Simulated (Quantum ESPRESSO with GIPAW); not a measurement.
# 19F shielding of LiF (Griceite) under strain

GIPAW runs (PBEsol, plane-wave PAW from pslibrary 1.0.0 recipes, cutoffs 55 and 330 Ry, one 8×8×8 mesh for all shielding runs; Quantum ESPRESSO with GIPAW, a patched development version; no spin-orbit coupling, no macroscopic shape term) on LiF (Griceite), space group Fm-3m before straining. The cell below is strained along the z axis of the cell given, with the other two held, and the atoms were let relax in pw.x at each strain but kept their fractional coordinates.

```
CELL_PARAMETERS angstrom
0.00000 2.01400 2.01400
2.01400 0.00000 2.01400
2.01400 2.01400 0.00000
ATOMIC_POSITIONS crystal
F 0.50000 0.50000 0.50000
Li 0.00000 0.00000 0.00000
```

The cell is an entry of the Crystallography Open Database.

The bonds are those of F (atom 1; bound to Li6). One row is withheld.

```csv
strain (%),mean bond (Å),σ_iso F (ppm),σ_iso Li (ppm),span F (ppm)
-1.5,2.0039,355.16,80.358,1.5
-1.125,2.0064,?,?,?
-0.75,2.0090,355.55,80.445,0.7
0,2.0140,355.91,80.530,0.0
+0.375,2.0165,356.08,80.572,0.4
+0.75,2.0190,356.24,80.613,0.7
+1.5,2.0241,356.55,80.691,1.5
```

**Task.** Fit σ_iso of F against strain, judge whether a straight line is enough, and predict the withheld row at -1.125 %.

1. With n = 6: Σx = 0.375, Σy = 2135.49, Σx² = 5.7656, Σxy = 136.132.

2. Slope b = (nΣxy − ΣxΣy)/(nΣx² − (Σx)²) = 0.46 ppm per %, intercept a = (Σy − bΣx)/n = 355.89 ppm.

3. Residuals (run less line), in the order of the table: -0.03, +0.01, +0.02, +0.02, +0.01, -0.03 ppm. They bend in one sense; the largest is 2.3 % of the range of σ, so a quadratic term is needed: σ = 355.91 + 0.463 x − 0.024 x², with residuals of 0.01 ppm or less.

4. At -1.125 % (inside the fitted range) the line gives 355.36 ppm and the parabola 355.36 ppm.

5. The run gives:

```csv
strain (%),mean bond (Å),σ_iso F (ppm),σ_iso Li (ppm),span F (ppm)
-1.125,2.0064,355.37,80.402,1.1
```

Prediction less run: the line misses by -0.01 ppm, the parabola by -0.01 ppm. By the parabola, a strain of +1 % changes σ of F by +0.44 ppm and one of −1 % by -0.49 ppm; the mean slope is +0.46 ppm per %, or 0.69 ppm for 0.01 Å of mean bond length. The shift moves the opposite way, scaled by the slope of a reference line. Over the table σ of Li goes from 80.36 to 80.69 ppm. Zero strain is the database's lattice, not this functional's rest cell, and neither cutoff nor mesh was tested for the slopes. The omitted shape term, common to all sites, changes with strain too. This build of gipaw.x prints that it is not audited and that its numbers are no references by themselves.

[Banner, clock, file and message-heading lines were taken out of the pw.x and gipaw.x logs.]

[Logs are printed without paths, hosts, clocks, repeated set-up lines and the standing remarks that a program may print on its own settings, such as how far it seeks lower states.]

[Hosts, paths, dates, database ids (printed as entryN), source tags and the programs' standing remarks are cut or masked in the printed files.]
